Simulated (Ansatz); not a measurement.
## W: ideal shear of a crystal plane

The calculation used DFT PBE, scalar-relativistic, plane waves, PAW in Ansatz. Cutoff 420 eV, Γ-centred 22×22×7 k-points, Gaussian smearing of 0.15 eV. Spin–orbit coupling is left out, which can shift energies with elements as heavy as these. No spin polarisation. Energies are free energies at this smearing, counted from the undisturbed cell; pressure is positive in compression.

The undisturbed cell (relaxed at this level; with this scan's settings it stands at 0.1 GPa):

```yaml
crystal:
  lattice:
    - [-1.59178, 1.59178, -1.59178]
    - [-1.59178, -1.59178, 1.59178]
    - [0.00000, 6.36712, 6.36712]
  atoms:
    - { symbol: W, position: [0.00000, 0.00000, 0.87500] }
    - { symbol: W, position: [0.50000, 0.50000, 0.12500] }
    - { symbol: W, position: [0.00000, 0.00000, 0.37500] }
    - { symbol: W, position: [0.50000, 0.50000, 0.62500] }
```

The cut lies on the cell's a–b face, a (0 1 1) plane (indices in the standard cell, whose axes needn't be the Cartesian ones shown) of area 7.17 Å², between layers 2.25 Å apart. Vector c is tilted by f times 1·a + 1·b (length 3.184 Å) with the atoms' Cartesian places fixed: one unrelaxed fault a cell. The traction is dγ/du, the slope of γ against the slip u in Å. Some rows repeat others by symmetry and weren't run.

| f | γ (mJ/m²) | traction (GPa) |
| --- | --- | --- |
| 0.0000 | 0 | 0.0 |
| 0.1000 | 346 | 22.0 |
| 0.2000 | 1405 | 44.1 |
| 0.3000 | 3036 | 54.9 |
| 0.4000 | 4596 | 37.7 |
| 0.5000 | 5212 | 0.0 |
| 0.6000 | 4596 | -37.7 |
| 0.7000 | 3036 | -54.9 |
| 0.8000 | 1405 | -44.1 |
| 0.9000 | 346 | -22.0 |

Question: Read off the first barrier and the stress needed to climb it, and compare with Frenkel's sinusoid.

Answer: The first sampled maximum lies at f = 0.500, a slip of 1.59 Å, with γ ≈ 5212 mJ/m², which stands in for the unstable fault energy γ_us, and the steepest sampled slope before it is 54.9 GPa. A sinusoid γ = γ_us sin²(πu/λ) with its maximum there has λ = 3.18 Å and a largest slope πγ_us/λ = 51.4 GPa (1 mJ/m² per Å = 0.01 GPa).

Question: Is there a metastable fault on this line?

Answer: Apart from points where γ returns to about zero, no local minimum shows among the samples, so at this sampling the line offers no fault for a dislocation to split on; a fault can still lie off the line.

The cut is rigid; relaxing the faces lowers these energies and usually the stresses.

In a metal these slopes depend on the k mesh and the smearing.

Cost: 6 runs of about 5.8 core-minutes in all, on AMD EPYC 7R32 (Zen 2) (shared hosts).